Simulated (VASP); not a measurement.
# Li2S (Fm-3m) in VASP: a series of runs, part 2 of 2

VASP 6.6.1. Earlier steps stand in the parts before.

**4. Single point, PBE**

INCAR

```
SYSTEM = Li2S
PREC = Accurate
ENCUT = 520
EDIFF = 1E-6
ISMEAR = 0
SIGMA = 0.02
LREAL = .FALSE.
LASPH = .TRUE.
NELM = 100
ALGO = Normal
ISIF = 2
LWAVE = .FALSE.
LCHARG = .FALSE.
GGA = PE
NBANDS = 13
```

KPOINTS

```
regular mesh
0
G
  8 8 8
  0 0 0
```

POSCAR

```
Li2S
1.0
    0.0000000000      2.8526849131      2.8526849131
    2.8526849131      0.0000000000      2.8526849131
    2.8526849131      2.8526849131      0.0000000000
Li S
2 1
Direct
    0.7500000000      0.7500000000      0.7500000000
    0.2500000000      0.2500000000      0.2500000000
    0.0000000000      0.0000000000      0.0000000000
```

Potentials or basis: VASP PAW PBE potentials, release 64 (Li_sv, S).

Started as:

```sh
$ cat potpaw_PBE.64/Li_sv/POTCAR potpaw_PBE.64/S/POTCAR > POTCAR
$ mpirun -np 1 vasp_std > vasp.out
```

OUTCAR:

```text
SYSTEM = Li2S
   PREC = Accurate
   ENCUT = 520
   EDIFF = 1E-6
   ISMEAR = 0
   LREAL = .FALSE.
   LASPH = .TRUE.
   NELM = 100
   ISIF = 2
   GGA = PE

 ion  position               nearest neighbor table
   1  0.750  0.750  0.750-   3 2.47   3 2.47   3 2.47   3 2.47
   2  0.250  0.250  0.250-   3 2.47   3 2.47   3 2.47   3 2.47
   3  0.000  0.000  0.000-   1 2.47   2 2.47   1 2.47   1 2.47   1 2.47   2 2.47   2 2.47   2 2.47

  LATTYP: Found a face centered cubic cell.
 ALAT       =     5.7053698262

  Lattice vectors:

 A1 = (   0.0000000000,   2.8526849131,   2.8526849131)
 A2 = (   2.8526849131,   0.0000000000,   2.8526849131)
 A3 = (   2.8526849131,   2.8526849131,   0.0000000000)

Analysis of symmetry for initial positions (statically):
=====================================================================
 Subroutine PRICEL returns:
 Original cell was already a primitive cell.

 Routine SETGRP: Setting up the symmetry group for a
 face centered cubic supercell.

 Subroutine GETGRP returns: Found 48 space group operations
 (whereof 48 operations were pure point group operations)
 out of a pool of 48 trial point group operations.

The static configuration has the point symmetry O_h .

Analysis of symmetry for dynamics (positions and initial velocities):
=====================================================================
 Subroutine PRICEL returns:
 Original cell was already a primitive cell.

 Routine SETGRP: Setting up the symmetry group for a
 face centered cubic supercell.

 Subroutine GETGRP returns: Found 48 space group operations
 (whereof 48 operations were pure point group operations)
 out of a pool of 48 trial point group operations.

The dynamic configuration has the point symmetry O_h .

 Subroutine INISYM returns: Found 48 space group operations
 (whereof 48 operations are pure point group operations),
 and found     1 'primitive' translations

----------------------------------------------------------------------------------------

                                     Primitive cell

  volume of cell :      46.4292

[... 125 lines left out ...]
 maximum number of plane-waves:      1283
 NGX is ok and might be reduce to    30
   NGX = 15   NGY = 15   NGZ = 15

 number of electron      11.9999985 magnetization

 Free energy of the ion-electron system (eV)
  ---------------------------------------------------
  ext. energy  EPLUGINS =         0.00000000
  ---------------------------------------------------
  free energy    TOTEN  =       -11.99600218 eV

  energy without entropy =      -11.99600218  energy(sigma->0) =      -11.99600218

 E-fermi :   1.5937     XC(G=0):  -8.4926

 val. band max:        1.4410073870   @ k =   0.0000   0.0000   0.0000
 cond. band min:       4.8319602787   @ k =   0.5000   0.5000   0.0000
 fundamental gap:      3.3909528917
 Fermi energy:         1.5937299034

 k-point     1 :       0.0000    0.0000    0.0000
  band No.  band energies     occupation
      1     -42.7471      2.00000
      2     -42.7051      2.00000
      3      -9.5715      2.00000
      4       1.4410      2.00000
      5       1.4410      2.00000
      6       1.4410      2.00000
      7       5.6973      0.00000
      8       7.6685      0.00000
      9       7.6685      0.00000
     10       7.6685      0.00000
     11      12.6101      0.00000
     12      12.6101      0.00000
     13      13.8476      0.00000
[... 354 lines left out ...]
  band No.  band energies     occupation
      1     -42.7252      2.00000
      2     -42.7252      2.00000
      3      -9.0761      2.00000
      4      -1.1208      2.00000
      5       0.2053      2.00000
      6       0.5430      2.00000
      7       7.2995      0.00000
      8       8.0765      0.00000
      9       9.7839      0.00000
     10      10.4225      0.00000
     11      11.7678      0.00000
     12      13.0808      0.00000
     13      14.8072      0.00000

 [... further k-points ...]

------------------------ aborting loop because EDIFF is reached ----------------------------------------

  FORCE on cell =-STRESS in cart. coord.  units (eV):
  Direction    XX          YY          ZZ          XY          YZ          ZX
  --------------------------------------------------------------------------------------
  -------------------------------------------------------------------------------------
  Total       -0.0249444     -0.0249444     -0.0249444      0.0000000     -0.0000000      0.0000000
  in kB       -0.8607786     -0.8607786     -0.8607786      0.0000000     -0.0000000      0.0000000
  external PRESSURE =      -0.8607786 kB  Pullay stress =       0.0000000 kB

 VOLUME and BASIS-vectors are now :
 -----------------------------------------------------------------------------
  energy-cutoff  :      520.00
  volume of cell :       46.43
      direct lattice vectors                 reciprocal lattice vectors
     0.000000000  2.852684913  2.852684913    -0.175273476  0.175273476  0.175273476
     2.852684913  0.000000000  2.852684913     0.175273476 -0.175273476  0.175273476
     2.852684913  2.852684913  0.000000000     0.175273476  0.175273476 -0.175273476

 POSITION                                       TOTAL-FORCE (eV/Angst)
 -----------------------------------------------------------------------------------
      4.27903      4.27903      4.27903         0.000000      0.000000     -0.000000
      1.42634      1.42634      1.42634         0.000000     -0.000000      0.000000
      0.00000      0.00000      0.00000        -0.000000      0.000000      0.000000
 -----------------------------------------------------------------------------------
    total drift:                                0.000000     -0.000000      0.000000

  FREE ENERGIE OF THE ION-ELECTRON SYSTEM (eV)
  ---------------------------------------------------
  free  energy   TOTEN  =       -11.9960021841 eV

  energy  without entropy=      -11.9960021841  energy(sigma->0) =      -11.99600218
```

Run time: 26 s. Hardware: 1 thread of Intel Xeon Platinum 8488C (Sapphire Rapids), shared host; peak memory 0.16 GiB.

Results:

* Free energy: -11.9960 eV
* Band gap on the k mesh: 3.39 eV, indirect (least direct gap 4.26 eV)

Caveat: the cutoff is under 1.25 times the usual one of these potentials, so pressure, stress and relaxed cells hold a basis-set (Pulay) error. A k mesh can miss the band edges.
